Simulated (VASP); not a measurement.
Runs of VASP 6.6.1 on Sb. Symmetry: Pm-3m, No. 221, cubic system. The conventional cell has a = 3.231 Å, b = 3.231 Å, c = 3.231 Å, α = 90.00°, β = 90.00°, γ = 90.00°. Sb (site symmetry m-3m) is surrounded by 6 Sb at 3.23 Å. This isn't the form of Sb at room conditions, which is rhombohedral.

```csv
task,cell,k mesh,cutoff (eV),gap on the mesh (eV),pressure (GPa)
single point,"Pm-3m, 33.73 Å³/atom",11 × 11 × 11,520,none,-1.0
relaxation of cell and atoms,relaxed,10 × 10 × 10,600,none,0.0
single point,"Pm-3m, 32.44 Å³/atom",10 × 10 × 10,520,none,(a)
single point,"Pm-3m, 32.44 Å³/atom",16 × 16 × 16,520,none,0.4
```

Alike in all rows: level BLYP; potentials or basis VASP PAW PBE potentials, release 64 (Sb); no spin polarisation; smearing fermi-dirac 0.1 eV.

Problem. Estimate the missing entries.

Solution. (a) 0.2.

Caveats: the PAW data sets were made with another functional, which shifts forces and pressure a little.

A k mesh can miss the band edges, and the runs leave out spin-orbit coupling on Sb.

A gap of «none» marks a metal or a gap under the smearing width.
